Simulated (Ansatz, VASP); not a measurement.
**BeTe in VASP and in Ansatz**

```
CELL_PARAMETERS angstrom
0.00000 2.77000 2.77000
2.77000 0.00000 2.77000
2.77000 2.77000 0.00000
ATOMIC_POSITIONS crystal
Te 0.75000 0.75000 0.75000
Be 0.00000 0.00000 0.00000
```

Alike in both runs: task single point; functional PBE; k mesh 8 × 8 × 8; occupations gaussian, width 0.023 eV; no spin polarisation.

```csv
,VASP,Ansatz
version,VASP 6.6.1,Ansatz 0.2.0
potentials or method,"VASP PAW PBE potentials, release 64 (Te, Be), cutoff 520 eV","all-electron LAPW, scalar-relativistic"
```

Ansatz gave:

```
gap on the k mesh at the Fermi level (eV) : 1.86
least direct gap on the mesh (eV)         : 3.59
pressure (GPa)                            : 4.3
```

Task: What did VASP give for the same quantities?

Result: gap on the k mesh at the Fermi level (eV): 1.85; least direct gap on the mesh (eV): 3.56; pressure (GPa): 4.5.

Ansatz ran all-electron here, so the differences hold the error of VASP's frozen core and of both bases.

Caveats: spin-orbit coupling is left out, which moves the levels of the heavy elements. A k mesh can miss the band edges.
